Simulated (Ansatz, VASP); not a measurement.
# Two plane-wave programs on Si

The input INCAR:

```
SYSTEM = Si
PREC = Accurate ; ENCUT = 520
EDIFF = 1E-7 ; ISMEAR = -1
SIGMA = 0.05 ; LREAL = .False.
LASPH = .True. ; NELM = 60
ALGO = Normal ; ISIF = 2
LWAVE = .False. ; LCHARG = .False.
GGA = PE ; NBANDS = 11
```

File KPOINTS:

```
Automatic mesh
0
Gamma
  8 8 10
  0 0 0
```

Contents of POSCAR:

```
Si
1.0
    4.1209500000      0.0000000000      0.0000000000
   -2.0604700000      3.5688500000      0.0000000000
    0.0000000000      0.0000000000      2.6547900000
Si
2
Direct
    0.3333300000      0.6666700000      0.5000000000
    0.6666700000      0.3333300000      0.5000000000
```

File input.yaml:

```yaml
crystal:
  lattice:
    - [4.12095, 0.0, 0.0]
    - [-2.06047, 3.56885, 0.0]
    - [0.0, 0.0, 2.65479]
  atoms:
    - { symbol: Si, position: [0.33333, 0.66667, 0.5] }
    - { symbol: Si, position: [0.66667, 0.33333, 0.5] }
hamiltonian:
  xc: pbe
  pseudopotentials: { kind: paw }
kpoints:
  mp_grid: { grid: [8, 8, 10] }
scf:
  occupations: { method: fermi_dirac, width: 0.05 }
output:
  forces: true
  stress: true
  eigenvalues: true
  write_density: true
  write_potential: true
  elf: true
  volumetric_format: npy
```

The cell was built by a generator and needn't be a form met in nature.

Alike in both runs: task single point; functional PBE; k mesh 8 × 8 × 10; occupations fermi-dirac, width 0.05 eV; no spin polarisation.

|  | VASP | Ansatz |
| --- | --- | --- |
| version | VASP 6.6.1 | Ansatz 0.2.0 |
| potentials or method | VASP PAW PBE potentials, release 64 (Si) | Ansatz PAW |
| plane-wave cutoff (eV) | 520 | 420 |
| valence electrons in the cell | 8 | 8 |

```csv
,VASP,Ansatz,Ansatz less VASP
gap on the k mesh at the Fermi level (eV),none,none,-
pressure (GPa),0.0,0.0,+0.06
largest component of the traceless stress (GPa),0.56,0.60,+0.035
```

A gap of «none» marks a metal or a gap that the smearing closes. With one functional, cell and mesh, what is left measures potentials, basis and numerics.
